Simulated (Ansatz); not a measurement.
**Ga under changes of volume**

One of the cells (18.191 Å³/atom); the others are scaled copies at fixed shape and fractional positions:

```
Ga
1.0
     2.77842    0.00000    0.00000
     0.00000    3.28161    0.00000
    -1.34343    0.00000    3.99027
Ga
2
Direct
  0.13460 0.75000 0.77017
  0.86540 0.25000 0.22983
```

This isn't the form of Ga at room conditions, which is orthorhombic.

* Program: Ansatz 0.2.0
* Functional: PBE
* Potentials or basis: Ansatz PAW
* Cutoff: 420 eV (not typed: the program's choice for these potentials)
* k mesh: 10 × 8 × 7
* Occupations: fermi-dirac, width 0.05 eV
* Spin: no spin polarisation

```tsv
volume (Å³/atom)	energy over the lowest point (meV/atom)	pressure (GPa)	largest force (eV/Å)
17.100	44.89	7.6	0.111
17.463	29.48	5.9	0.102
17.827	?	?	?
18.191	9.24	3.1	0.086
18.555	3.64	1.9	0.078
18.919	0.62	0.8	0.070
19.283	0.00	-0.2	0.062
```

Q: What does the run at 17.827 Å³/atom give?

A: Energy over the lowest point 17.70 meV/atom; pressure 4.4 GPa; largest force 0.094 eV/Å.

Worked out: A Birch-Murnaghan fit of order 3 (a polynomial in V^(-2/3)) to the other rows has its minimum at 19.21 Å³/atom with B0 = V·E''(V) = 49 GPa and B' = 4.9 at fixed shape and positions, which overstates the stiffness. It gives 17.73 meV/atom at 17.827 Å³/atom, against the run's 17.70, and -dE/dV = 4.4 GPa, against 4.4.

Energies are extrapolated to zero smearing.
